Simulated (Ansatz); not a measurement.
The system is Se.

```
CELL_PARAMETERS angstrom
4.36620 0.00000 0.00000
-2.18310 3.78124 0.00000
0.00000 0.00000 4.95360
ATOMIC_POSITIONS crystal
Se 0.77460 0.77460 0.00000
Se 0.00000 0.22540 0.66667
Se 0.22540 0.00000 0.33333
```

| Property | Result |
| --- | --- |
| Program | Ansatz 0.2.0 |
| Task | single point |
| Functional | PBEsol |
| Potentials or basis | all-electron LAPW, scalar-relativistic |
| Cutoff | 326 eV (chosen from the basis error) |
| Basis error allowed | 0.001 eV/atom |
| k mesh | 7 × 7 × 6 |
| Occupations | fermi-dirac, width 0.05 eV |
| Spin | no spin polarisation |

On this cell: pressure 0.2 GPa; largest force 0.283 eV/Å; band gap on the k mesh 1.14 eV, indirect (least direct gap 1.45 eV).

The same run follows on a disturbed copy (atoms moved at random, drawn with an rms of 0.05 Å):

```xyz
3
Lattice="4.3662 0.0000 0.0000 -2.1831 3.7812 0.0000 0.0000 0.0000 4.9536" Properties=species:S:1:pos:R:3 pbc="T T T"
Se    1.7025    2.9419    0.0130
Se   -0.4753    0.8926    3.2587
Se    0.9908    0.0067    1.6217
```

What does the disturbed cell give?

The energy moves by +4.1 meV/atom; pressure 0.0 GPa; largest force 0.557 eV/Å; band gap on the k mesh 0.86 eV, indirect (least direct gap 1.29 eV).

Forces on the atoms (eV/Å):
```
Se  -0.239 -0.112 -0.491
Se  -0.149  0.017  0.318
Se   0.388  0.095  0.172
```

Stress tensor (GPa, compression positive):
```
 0.08  0.25  0.49
 0.25 -1.12  1.30
 0.49  1.30  0.91
```

Caveats: an odd mesh through Γ misses points on the zone boundary, where band edges often lie.
